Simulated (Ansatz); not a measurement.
**Understanding NiAs-type SrO from first principles**

Level of theory: DFT, PBEsol, scalar-relativistic, no spin polarisation; plane waves to 420 eV with PAW datasets (Ansatz 0.2.0), 10×10×6 k-mesh, Gaussian smearing of 0.05 eV. The datasets are Ansatz's generated set soft_2.

This is a trial structure; measured cells of the compound in the Crystallography Open Database are in space group Fm-3m (rock salt).

The relaxed structure (symmetry read at 0.01 Å). The structure is hexagonal, space group P6_3/mmc (No. 194). Conventional cell: a = 3.537 Å, b = 3.537 Å, c = 6.213 Å, α = 90.00°, β = 90.00°, γ = 120.00°. Around Sr (site symmetry -3m) lie 6 O at 2.57 Å. O (site symmetry -6m2) has 6 Sr at 2.57 Å as nearest neighbours. (Neighbours are counted to 15 % beyond the shortest distance.)

Task: Should it be a metal or an insulator?

Result: Formal charges Sr²⁺, O²⁻ balance and leave closed shells on every ion, so a band insulator is expected, and the gap is 3.36 eV.

Task: What fixes the bond lengths?

Result: Shannon's ionic radii give a check on the bond lengths: Sr²⁺ with 6 neighbours 1.18 Å + O²⁻ 1.40 Å = 2.58 Å against a computed mean of 2.57 Å. Sums and bonds agree within 3 %, so ion sizes set the bond lengths.

Task: How stiff is it, in energy terms?

Result: B0·V0 = 89.8 GPa × 16.83 Å³ = 9.43 eV/atom sets the scale: near the minimum ΔE ≈ ½ B0 V0 x², with x = V/V0 − 1, and a pressure of 0.9 GPa squeezes the volume by about 1 %. At the ends of the curve: x = −4.0 % predicts 7.6 meV/atom and the run gives 8.1; x = +4.0 % predicts 7.5 meV/atom and the run gives 7.0. The lopsidedness is anharmonic: atoms resist being pushed together more than being pulled apart.

Task: Which Debye temperature follows from the elastic moduli?

Result: K = 90 GPa and G = 49 GPa (Hill). With a density of 5.113 g/cm³ (mean mass 51.8 u, 16.82 Å³/atom), K = 89.9 and G = 49.1 GPa from the unrounded constants, v_l = √((K + 4G/3)/ρ) = 5510 m/s and v_t = √(G/ρ) = 3100 m/s. The mean [(1/v_l³ + 2/v_t³)/3]^(−1/3) is 3450 m/s, and θ_D = (ħ/k_B)(6π²/V)^(1/3) v_m ≈ 400 K, with V the volume an atom.

All results together:

- Volume: 16.82 Å³/atom
- Band gap: 3.36 eV
- Smallest direct gap: 3.38 eV
- Formation energy from the elements (0 K, uncorrected): -2.66 eV/atom
- Bulk modulus (Birch–Murnaghan): 90 GPa
- Pressure derivative B0′: 4.2
- Shear modulus (Hill): 49 GPa
- Young's modulus: 125 GPa
- Poisson's ratio: 0.27
- Elastically stable: yes

Semilocal functionals underestimate band gaps, commonly by a third or more.
